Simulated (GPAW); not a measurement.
# Ge (Fd-3m) in GPAW: a series of runs, part 2 of 2

GPAW 26.7.0. The steps go on from the part before.

## 3. Band structure, PBE

Input file run.py:

```python
from ase.dft.bandgap import bandgap
from ase.io import write
from ase.spacegroup import crystal
from ase.units import GPa
from gpaw import GPAW, PW, setup_paths

setup_paths.insert(0, '.')

# Ge 8a
atoms = crystal(['Ge'],
                basis=[[0.25, 0.25, 0.25]],
                spacegroup=227, setting=1,  # Fd-3m
                cellpar=[5.65782, 5.65782, 5.65782, 90.0, 90.0, 90.0],
                primitive_cell=True)

calc = GPAW(mode=PW(600),
            xc='PBE',
            kpts={'size': (8, 8, 8), 'gamma': True},
            occupations={'name': 'fermi-dirac', 'width': 0.05},
            setups={'Ge': 'jth'},
            nbands=-7,
            convergence={'density': 1e-05, 'energy': 1e-05},
            maxiter=150,
            txt='gpaw.txt')
atoms.calc = calc
energy = atoms.get_potential_energy()
forces = atoms.get_forces()
stress = atoms.get_stress()
calc.write('gs.gpw')
write('result.traj', atoms)
print(f'Energy: {energy:.6f} eV')
print('Forces (eV/A):')
print(forces.round(4))
print('Stress (GPa):', (stress / GPa).round(3))
print('Fermi level:', round(calc.get_fermi_level(), 4), 'eV')
print(f'Gap: {bandgap(calc)[0]:.4f} eV, direct: {bandgap(calc, direct=True)[0]:.4f} eV')

path = atoms.cell.bandpath('GXWKGLUWLK,UX', npoints=100, eps=1e-4)
bs_calc = calc.fixed_density(kpts=path, symmetry='off', nbands=-17,
                             convergence={'bands': 'CBM+6.0', 'eigenstates': 1e-6}, txt='bands.txt')
bs = bs_calc.band_structure()
bs.write('bs.json')
print(f'Gap on the path: {bandgap(bs_calc)[0]:.4f} eV')
```

Potentials or basis: JTH PAW 2.0, PBE, pw.

Started as:

```console
$ OMP_NUM_THREADS=1 python run.py
```

gpaw.txt:

```text
__  _  _
 | _ |_)|_||  |
 |__||  | ||/\| - 26.7.0

Input parameters:
  mode=PW(ecut=600.0),
  convergence={'density': 1e-05, 'energy': 1e-05},
  kpts=MonkhorstPack(size=(8, 8, 8), gamma=True),
  maxiter=150,
  nbands=-7,
  occupations=Occupations(name='fermi-dirac', width=0.05),
  setups={'Ge': 'jth'},
  xc=XC(name='PBE')

Diagonalizing LCAO Hamiltonian
Converting LCAO to pw mode

           Ge

       Ge

Atoms  # Å, Bohr magnetons
|   | symbol |        x |        y |        z |    initial magnetic moments |
|---|--------|----------|----------|----------|-----------------------------|
| 0 |     Ge | 1.414455 | 1.414455 | 1.414455 | ( 0.0000,  0.0000,  0.0000) |
| 1 |     Ge | 0.000000 | 0.000000 | 0.000000 | ( 0.0000,  0.0000,  0.0000) |

Unit cell  # Å
| periodic |        x |        y |        z |  lengths |    angles |
|----------|----------|----------|----------|----------|-----------|
|      yes | 0.000000 | 2.828910 | 2.828910 | 4.000683 | 60.000000 |
|      yes | 2.828910 | 0.000000 | 2.828910 | 4.000683 | 60.000000 |
|      yes | 2.828910 | 2.828910 | 0.000000 | 4.000683 | 60.000000 |

Number of symmetries: 24
Symmetry operations  # r_c * U_cc + t_c -> r_c
|    | kind |            matrix            |
|----|------|------------------------------|
|  0 |  E   |  1, 0, 0,  0, 1, 0,  0, 0, 1 |
|  1 |  σ   |  1, 0, 0,  0, 0, 1,  0, 1, 0 |
|  2 |  σ   |  1, 0,-1,  0, 1,-1,  0, 0,-1 |
|  3 |  C3  |  1, 0,-1,  0, 0,-1,  0, 1,-1 |
|  4 |  C3  |  1,-1, 0,  0,-1, 1,  0,-1, 0 |
|  5 |  σ   |  1,-1, 0,  0,-1, 0,  0,-1, 1 |
|  6 |  σ   |  0, 1, 0,  1, 0, 0,  0, 0, 1 |
|  7 |  C3  |  0, 1, 0,  0, 0, 1,  1, 0, 0 |
|  8 |  C2  |  0, 1,-1,  1, 0,-1,  0, 0,-1 |
|  9 |  S4  |  0, 1,-1,  0, 0,-1,  1, 0,-1 |
| 10 |  C3  |  0, 0, 1,  1, 0, 0,  0, 1, 0 |
| 11 |  σ   |  0, 0, 1,  0, 1, 0,  1, 0, 0 |
| 12 |  S4  |  0, 0,-1,  1, 0,-1,  0, 1,-1 |
| 13 |  C3  |  0, 0,-1,  0, 1,-1,  1, 0,-1 |
| 14 |  S4  |  0,-1, 1,  1,-1, 0,  0,-1, 0 |
| 15 |  C2  |  0,-1, 1,  0,-1, 0,  1,-1, 0 |
| 16 |  C3  |  0,-1, 0,  1,-1, 0,  0,-1, 1 |
| 17 |  S4  |  0,-1, 0,  0,-1, 1,  1,-1, 0 |
| 18 |  S4  | -1, 1, 0, -1, 0, 1, -1, 0, 0 |
| 19 |  C3  | -1, 1, 0, -1, 0, 0, -1, 0, 1 |
| 20 |  C3  | -1, 0, 1, -1, 1, 0, -1, 0, 0 |
| 21 |  S4  | -1, 0, 1, -1, 0, 0, -1, 1, 0 |
| 22 |  σ   | -1, 0, 0, -1, 1, 0, -1, 0, 1 |
| 23 |  C2  | -1, 0, 0, -1, 0, 1, -1, 1, 0 |

BZ-sampling:
  Number of BZ points: 512
  Number of IBZ points: 29

  Monkhorst-Pack size: [8, 8, 8]
  Monkhorst-Pack shift: [0.0625, 0.0625, 0.0625]

K-points  # in reciprocal-cell coordinates
|     |                                coordinates |     weight |
|-----|--------------------------------------------|------------|
|   0 | (  0.00000000,   0.00000000,   0.00000000) | 0.00195312 |
|   1 | (  0.12500000,   0.12500000,   0.00000000) | 0.01171875 |
|   2 | (  0.12500000,   0.12500000,   0.12500000) | 0.01562500 |
|   3 | (  0.25000000,   0.12500000,   0.12500000) | 0.02343750 |
|   4 | (  0.25000000,   0.25000000,   0.00000000) | 0.01171875 |
|   5 | (  0.25000000,   0.25000000,   0.12500000) | 0.04687500 |
|   6 | (  0.25000000,   0.25000000,   0.25000000) | 0.01562500 |
|   7 | (  0.37500000,   0.25000000,  -0.37500000) | 0.04687500 |
|   8 | (  0.37500000,   0.25000000,   0.12500000) | 0.04687500 |
|   9 | (  0.37500000,   0.25000000,   0.25000000) | 0.04687500 |
| ... |                                            |            |
|  28 | (  0.50000000,   0.50000000,   0.50000000) | 0.00781250 |

Plane wave coefficients: 1540
Cutoff: 600.0 eV

Spin-components: 1 (collinear spins)
Bands:           21
Projectors:      12
Spin-degeneracy: 2
Datatype:        complex128

Parallelization:
  kpt:    1
  domain: 1
  band:   1

Density:
  Valence electrons: 28.0
  Components: 1
  Grid points: [24 24 24]
  Charge: 0.0  # |e|

Potential:
  Grid points: [24 24 24]

species:
  Ge:
    name:    Germanium
    Z:       32.0
    valence: 14
    core:    18
    charge:  0.0  # [|e|]
    compensation charges:
      type: sinc
      rc: 1.06  # [Å]
      lmax: 2
    cutoffs:
      filter: 1.22  # [Å]
      core: 2.00  # [Å]
    projectors
    | kind |    occ | energy [eV] | rcut [Å] |
    |------|--------|-------------|----------|
    |   4s |  2.000 |     -11.731 |    1.114 |
    |    s |        |      40.817 |    1.114 |
    |   4p |  2.000 |      -3.895 |    1.220 |
    |    p |        |      47.620 |    1.220 |
    |   3d | 10.000 |     -29.311 |    1.012 |
    |    d |        |      40.817 |    1.012 |

    Using partial waves for Ge as LCAO basis

Reference energy: -114224.320168  # eV

eigensolver:
  PPCG
  Converge bands: occupied
  niter=2

density mixing:
  MSR1-Mixer
  Pratt-step length: 0.05
  Maximum mixing coefficient: 0.75
  Old densities: 10
  SVD Regularization: 0.005
  Good broyden scale: 1.0
  Trust region scale: 1.0
  Backstep threshold: 4.0
  History deletion threshold: 6.0
  Fourier metric: weight=20.0, sigma=0.015

occupation numbers:
  Fermi-Dirac:
    width: 0.0500  # eV

poisson solver:
  ecut: 4800.0  # eV

xc functional:
  name: PBE with 2 nearest neighbor stencil

convergence criteria:
[... 6 lines left out ...]
|iter     | |      energy | eigst |  dens |
|---------|-|-------------|-------|-------|
|iter:   1| |   -9.028323 | -0.39 |       |
|iter:   2| |   -9.024324 | -2.14 | -1.41 |
|iter:   3| |   -8.948395 | -2.53 | -1.44 |
|iter:   4| |   -8.944167 | -3.03 | -1.97 |
|iter:   5| |   -8.944345 | -4.54 | -2.94 |
|iter:   6| |   -8.944368c| -5.25 | -3.47 |
|iter:   7| |   -8.944368c| -6.24 | -4.15 |
|iter:   8| |   -8.944368c| -7.01 | -4.44 |
|iter:   9| |   -8.944368c| -7.83c| -5.45c|

Converged in 9 steps
Energy contributions relative to reference atoms: (reference = -114224.320168)

Energy contributions:
  Kinetic:          13.220232
  Coulomb:         -11.459822
  Zero:             -0.003189
  External:          0.000000
  Xc:              -10.701230
  Entropy:          -0.000718
  Spinorbit:         0.000000
  ----------------------------
  Free energy:      -8.944727
  Extrapolated:     -8.944368

dipole moment: (-20.975130, -20.975130, -20.975130)  # |e|*Ang

Fermi level: 4.733
Eigenvalues  # (at kpt = [0.000, 0.000, 0.000])
| band index |      eig [eV] | occ [0-2] |
|------------|---------------|-----------|
|          0 |       -20.111 |     2.000 |
|        ... |               |           |
|          7 |       -19.863 |     2.000 |
|          8 |       -19.851 |     2.000 |
|          9 |       -19.851 |     2.000 |
|         10 |        -8.089 |     2.000 |
|         11 |         4.689 |     1.418 |
|         12 |         4.689 |     1.418 |
|         13 |         4.689 |     1.418 |
|         14 |         4.709 |     1.233 |
|         15 |         7.246 |     0.000 |
|         16 |         7.246 |     0.000 |
|         17 |         7.246 |     0.000 |
|         18 |        11.113 |     0.000 |
|         19 |        14.194 |     0.000 |
|         20 |        14.194 |     0.000 |

No gap
No difference between direct/indirect transitions

Forces  # eV/Ang
|       x |        y |       z |
|---------|----------|---------|
| 0.00000 | -0.00000 | 0.00000 |  # Ge   0
| 0.00000 |  0.00000 | 0.00000 |  # Ge   1

Stress tensor  # eV/Ang^3
|         x |         y |         z |
|-----------|-----------|-----------|
| -0.018526 |  0.000000 |  0.000000 |
|  0.000000 | -0.018526 |  0.000000 |
|  0.000000 |  0.000000 | -0.018526 |

# Writing to gs.gpw (mode='')
```

Run time: 43 s. Hardware: 1 thread of INTEL XEON PLATINUM 8581C at 2.30GHz (Emerald Rapids), shared host; peak memory 0.29 GiB.

Results:

```yaml
Free_energy: -8.9447 eV
Pressure: 3.0 GPa
Band_gap_along_the_path: none (metal or under the smearing width)
```

Levels at the corners of the path, in eV from the Fermi level:
| point | band 12 | band 13 | band 14 | band 15 | band 16 | band 17 |
| --- | --- | --- | --- | --- | --- | --- |
| Γ | -0.04 | -0.04 | -0.04 | -0.02 | 2.51 | 2.51 |
| X | -8.93 | -3.13 | -3.13 | 0.72 | 0.72 | 9.46 |
| W | -8.84 | -3.96 | -3.96 | 4.28 | 4.28 | 4.69 |
| K | -8.34 | -4.39 | -2.69 | 1.13 | 4.05 | 7.16 |
| Γ | -0.04 | -0.04 | -0.04 | -0.02 | 2.51 | 2.51 |
| L | -7.65 | -1.46 | -1.46 | 0.14 | 3.72 | 3.72 |
| U | -8.34 | -4.39 | -2.69 | 1.13 | 4.05 | 7.16 |
| W | -8.84 | -3.96 | -3.96 | 4.28 | 4.28 | 4.69 |
| L | -7.65 | -1.46 | -1.46 | 0.14 | 3.72 | 3.72 |
| K | -8.34 | -4.39 | -2.69 | 1.13 | 4.05 | 7.16 |
| U | -8.34 | -4.39 | -2.69 | 1.13 | 4.05 | 7.16 |
| X | -8.93 | -3.13 | -3.13 | 0.72 | 0.72 | 9.46 |

Caveat: the program truncates these outside data sets; this crystal is a semiconductor, whose small gap the functional closes, so the metal is an error of the method.

## 4. Equation of state, PBE

Input file run.py:

```python
from ase.eos import EquationOfState
from ase.io import Trajectory, read
from ase.units import GPa
from gpaw import GPAW

atoms = read('Ge.xyz')

traj = Trajectory('eos.traj', 'w')
volumes, energies = [], []
for x in [0.94, 0.96, 0.98, 1.0, 1.02, 1.04, 1.06]:
    a = atoms.copy()
    a.set_cell(atoms.cell * x**(1 / 3), scale_atoms=True)
    calc = GPAW(mode='lcao',
                h=0.18,
                basis='sz(dzp)',
                xc='PBE',
                kpts={'size': (8, 8, 8), 'gamma': True},
                occupations={'name': 'fermi-dirac', 'width': 0.05},
                convergence={'density': 1e-05, 'energy': 1e-05},
                maxiter=150,
                txt=f'eos-{x:.2f}.txt')
    a.calc = calc
    energies.append(a.get_potential_energy(force_consistent=True))
    volumes.append(a.get_volume())
    calc.write(f'eos-{x:.2f}.gpw')
    traj.write(a)
    print(f'{x:.2f} {volumes[-1]:10.4f} A^3 {energies[-1]:14.6f} eV', flush=True)

v0, e0, B = EquationOfState(volumes, energies, eos='birchmurnaghan').fit()
print(f'V0 = {v0:.4f} A^3, E0 = {e0:.6f} eV, B0 = {B / GPa:.2f} GPa')
```

Input file Ge.xyz:

```xyz
2
Lattice="0.0000000000 2.8289100000 2.8289100000 2.8289100000 0.0000000000 2.8289100000 2.8289100000 2.8289100000 0.0000000000" Properties=species:S:1:pos:R:3 pbc="T T T"
Ge     4.2433650000      4.2433650000      4.2433650000
Ge     2.8289100000      2.8289100000      2.8289100000
```

Potentials or basis: GPAW PAW data sets (gpaw-data 1.2.1), lcao:sz(dzp).

Started as:

```console
$ OMP_NUM_THREADS=1 python run.py
```

Run time: 53 s. Hardware: 1 thread of INTEL XEON PLATINUM 8581C at 2.30GHz (Emerald Rapids), shared host; peak memory 0.17 GiB.

The run converged, but some of its settings lie outside the range that counts as converged, so its numbers aren't taken as properties of the crystal.

Results:

* Equilibrium volume: 23.98 Å³/atom (rough: see the caveat)
* Bulk modulus: 137 GPa (rough)

Caveat: the energies scatter about the fit; the fit is doubtful: noisy points or a state that changes with volume; the real-space grid adds noise to forces; the minimum lies outside the volumes run; the basis of atomic orbitals isn't converged, which shifts pressures, moduli and gaps.

## 5. Equation of state, PBE

run.py, as its differences from that of step 4:

```diff
@@ -3,5 +3,7 @@
 from ase.units import GPa
-from gpaw import GPAW
+from gpaw import GPAW, PW, setup_paths
 
-atoms = read('Ge.xyz')
+setup_paths.insert(0, '.')
+
+atoms = read('Ge.cif')
 
@@ -12,5 +14,3 @@
     a.set_cell(atoms.cell * x**(1 / 3), scale_atoms=True)
-    calc = GPAW(mode='lcao',
-                h=0.18,
-                basis='sz(dzp)',
+    calc = GPAW(mode=PW(600),
                 xc='PBE',
@@ -18,2 +18,3 @@
                 occupations={'name': 'fermi-dirac', 'width': 0.05},
+                nbands=11,
                 convergence={'density': 1e-05, 'energy': 1e-05},
@@ -24,5 +25,6 @@
     volumes.append(a.get_volume())
+    p = -a.get_stress()[:3].mean() / GPa
     calc.write(f'eos-{x:.2f}.gpw')
     traj.write(a)
-    print(f'{x:.2f} {volumes[-1]:10.4f} A^3 {energies[-1]:14.6f} eV', flush=True)
+    print(f'{x:.2f} {volumes[-1]:10.4f} A^3 {energies[-1]:14.6f} eV {p:9.3f} GPa', flush=True)
```

Input file Ge.cif:

```cif
data_Ge
_cell_length_a 4.00068289
_cell_length_b 4.00068289
_cell_length_c 4.00068289
_cell_angle_alpha 60.00000000
_cell_angle_beta 60.00000000
_cell_angle_gamma 60.00000000
_space_group_name_H-M_alt 'P1'
_space_group_name_Hall 'P 1'
_space_group_IT_number 1
loop_
_space_group_symop_operation_xyz
'x,y,z'
loop_
_atom_site_label
_atom_site_type_symbol
_atom_site_symmetry_multiplicity
_atom_site_Wyckoff_symbol
_atom_site_fract_x
_atom_site_fract_y
_atom_site_fract_z
_atom_site_occupancy
Ge1 Ge 1 a 0.7500000000 0.7500000000 0.7500000000 1
Ge2 Ge 1 a 0.5000000000 0.5000000000 0.5000000000 1
```

Potentials or basis: PAW data sets generated in the run's folder for this functional, pw.

Started as:

```console
$ gpaw-setup -f PBE Ge
$ OMP_NUM_THREADS=1 python run.py
```

What it wrote:

```text
__  _  _
 | _ |_)|_||  |
 |__||  | ||/\| - 26.7.0

Input parameters:
  mode=PW(ecut=600.0),
  convergence={'density': 1e-05, 'energy': 1e-05},
  kpts=MonkhorstPack(size=(8, 8, 8), gamma=True),
  maxiter=150,
  nbands=11,
  occupations=Occupations(name='fermi-dirac', width=0.05),
  xc=XC(name='PBE')

Diagonalizing LCAO Hamiltonian
Converting LCAO to pw mode

             Ge
       Ge

Atoms  # Å, Bohr magnetons
|   | symbol |        x |        y |        z |    initial magnetic moments |
|---|--------|----------|----------|----------|-----------------------------|
| 0 |     Ge | 5.878520 | 3.393965 | 2.399896 | ( 0.0000,  0.0000,  0.0000) |
| 1 |     Ge | 3.919013 | 2.262643 | 1.599931 | ( 0.0000,  0.0000,  0.0000) |

Unit cell  # Å
| periodic |        x |        y |        z |  lengths |    angles |
|----------|----------|----------|----------|----------|-----------|
[... 148 lines left out ...]
|iter:   7| |   -8.883164c| -7.87c| -3.73 |
|iter:   8| |   -8.883164c| -8.41c| -5.06c|

Converged in 8 steps
Energy contributions relative to reference atoms: (reference = -114195.277278)

Energy contributions:
  Kinetic:          34.564864
  Coulomb:         -30.333074
  Zero:              0.006595
  External:          0.000000
  Xc:              -13.121471
  Entropy:          -0.000156
  Spinorbit:         0.000000
  ----------------------------
  Free energy:      -8.883242
  Extrapolated:     -8.883164

dipole moment: (5.279256, 3.047980, 2.155247)  # |e|*Ang

Fermi level: 6.852
Eigenvalues  # (at kpt = [0.000, 0.000, 0.000])
| band index |      eig [eV] | occ [0-2] |
|------------|---------------|-----------|
|          0 |        -6.579 |     2.000 |
|          1 |         6.668 |     1.950 |
|          2 |         6.668 |     1.950 |
|          3 |         6.668 |     1.950 |
|          4 |         7.347 |     0.000 |
|          5 |         9.249 |     0.000 |
|          6 |         9.249 |     0.000 |
|          7 |         9.249 |     0.000 |
|          8 |        13.266 |     0.000 |
|          9 |        16.208 |     0.000 |
|         10 |        16.212 |     0.000 |

Gap: 0.401 eV
Transition (v -> c):
  (s=0, k=0, n=3, [0.00, 0.00, 0.00]) -> (s=0, k=28, n=4, [0.50, 0.50, 0.50])
Direct/indirect transitions are different
Direct gap: 0.678 eV
Transition at: (s=0, k=0, n=3, [0.00, 0.00, 0.00])

Stress tensor  # eV/Ang^3
|         x |         y |         z |
|-----------|-----------|-----------|
| -0.059204 |  0.000000 |  0.000000 |
|  0.000000 | -0.059204 |  0.000000 |
|  0.000000 |  0.000000 | -0.059204 |

# Writing to eos-0.94.gpw (mode='')
```

stdout:

```text
0.94    42.5613 A^3      -8.883242 eV     9.486 GPa
0.96    43.4669 A^3      -8.931032 eV     7.397 GPa
0.98    44.3725 A^3      -8.967663 eV     5.532 GPa
1.00    45.2780 A^3      -8.994365 eV     3.899 GPa
1.02    46.1836 A^3      -9.012445 eV     2.463 GPa
1.04    47.0891 A^3      -9.022727 eV     1.136 GPa
1.06    47.9947 A^3      -9.025883 eV    -0.057 GPa
<dir> UserWarning: The minimum volume of your fit is not in your volumes.  You may not have a minimum in your dataset!
  warnings.warn(
V0 = 48.0003 A^3, E0 = -9.025914 eV, B0 = 57.97 GPa
```

eos-0.96.txt:

```text
SCF iterations
|iter     | |      energy | eigst |  dens |
|---------|-|-------------|-------|-------|
|iter:   1| |   -8.972698 | -0.45 |       |
|iter:   2| |   -8.968696 | -2.71 | -0.90 |
|iter:   3| |   -8.930726 | -2.61 | -0.92 |
|iter:   4| |   -8.930814 | -3.51 | -1.53 |
|iter:   5| |   -8.930906 | -5.20 | -2.45 |
[... 39 lines left out ...]
  (s=0, k=0, n=3, [0.00, 0.00, 0.00]) -> (s=0, k=28, n=4, [0.50, 0.50, 0.50])
Direct/indirect transitions are different
Direct gap: 0.475 eV
Transition at: (s=0, k=0, n=3, [0.00, 0.00, 0.00])

Stress tensor  # eV/Ang^3
|         x |         y |         z |
|-----------|-----------|-----------|
| -0.046165 |  0.000000 |  0.000000 |
|  0.000000 | -0.046165 |  0.000000 |
|  0.000000 |  0.000000 | -0.046165 |

# Writing to eos-0.96.gpw (mode='')
```

It took 40 s on 1 thread of INTEL XEON PLATINUM 8581C at 2.30GHz (Emerald Rapids), shared host; peak memory 0.23 GiB.

What came out:

* Equilibrium volume: 24.00 Å³/atom (rough: see the caveat)
* Bulk modulus: 58 GPa (rough)

Energy against volume, from the lowest point:
```tsv
volume (Å³/atom)	energy (meV/atom)
21.281	71.32
21.733	47.43
22.186	29.11
22.639	15.76
23.092	6.72
23.545	1.58
23.997	0.00
```

Caveat: the minimum lies outside the volumes run.

## 6. The runs side by side

```tsv
task	level	potentials or basis	spin	band path	band points	spin axis theta (degrees)	spin axis phi (degrees)	soc after scf	pressure (GPa)
band structure	BP86	PAW data sets generated in the run's folder for this functional, pw	SOC, no magnetisation	GXWKGLUWLK,UX	100	54.7	45	second variation	4.3
band structure	PBE	JTH PAW 2.0, PBE, pw	off	GXWKGLUWLK,UX	100	-	-	-	3.0
equation of state	PBE	PAW data sets generated in the run's folder for this functional, pw	off	-	-	-	-	-	-
```

Alike in all rows: cell as given; k mesh 8 × 8 × 8; cutoff (eV) 600; smearing fermi-dirac 0.05 eV.

Caveats: this crystal is a semiconductor, whose small gap the functional closes, so the metal is an error of the method (some runs); spin-orbit coupling was added after a scalar SCF, so levels and gaps hold it while energy, forces, pressure and moments don't (some runs); this program's spin-orbit splittings come out too wide for heavy elements (some runs); the program truncates these outside data sets (some runs); the minimum lies outside the volumes run (some runs).

Absolute energies hang on the potentials; compare differences alone.

## 7. Comparison with measurements

Step 2. A measured gap of Ge is 0.744 eV (indirect; 0 K; “Temperature-dependent photoluminescence in Ge: experiment and theory”, 2020, arxiv:2003.00143); the calculated 0.00 eV misses it by -0.74 eV. 3 values of this kind are on record (0.666 to 0.807 eV); this one was drawn at random among those near their median. The value is that of BP86, without temperature or zero-point motion.

Step 3. A measured gap of Ge is 0.744 eV (indirect; 0 K; “Temperature-dependent photoluminescence in Ge: experiment and theory”, 2020, arxiv:2003.00143); the calculated 0.00 eV misses it by -0.74 eV. 3 values of this kind are on record (0.666 to 0.807 eV); this one was drawn at random among those near their median. Spin-orbit coupling on Ge is left out. The value is that of PBE, without temperature or zero-point motion. Semilocal functionals fall short of measured gaps as a rule.
